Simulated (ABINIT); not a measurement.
ZrC: phonons with LDA

ZrC:

```
CELL_PARAMETERS angstrom
0.00000 2.32174 2.32174
2.32174 0.00000 2.32174
2.32174 2.32174 0.00000
ATOMIC_POSITIONS crystal
Zr 0.50000 0.50000 0.50000
C 0.00000 0.00000 0.00000
```

The cell isn't the ideal one: cell relaxed at zero pressure by an earlier run.

```
Program                             : ABINIT 10.8.3 (patched build)
Task                                : phonons
Functional                          : LDA
Potentials or basis                 : PseudoDojo NC SR LDA v0.4.1 standard
Cutoff                              : 1116 eV
k mesh                              : 6 × 6 × 6, with 4 shifts
Occupations                         : fermi-dirac, width 0.05 eV
Spin                                : no spin polarisation
Cutoff smearing ecutsm (Ha)         : 0.5
Stop of the response cycle (tolvrs) : 1e-09
Acoustic sum rule (asr)             : 2
```

```json
{
  "Pressure": "0.1 GPa",
  "Highest phonon frequency at Γ, LO-TO splitting left out": "421 cm⁻¹"
}
```

Phonon frequencies in cm⁻¹ (negative: imaginary):
| q point | frequencies |
| --- | --- |
| (0.000, 0.000, 0.000) | 0 0 0 421 421 421 |

Wall time 4.4 min on 1 thread of Arm Neoverse V1 (shared host), peak memory 0.29 GiB.
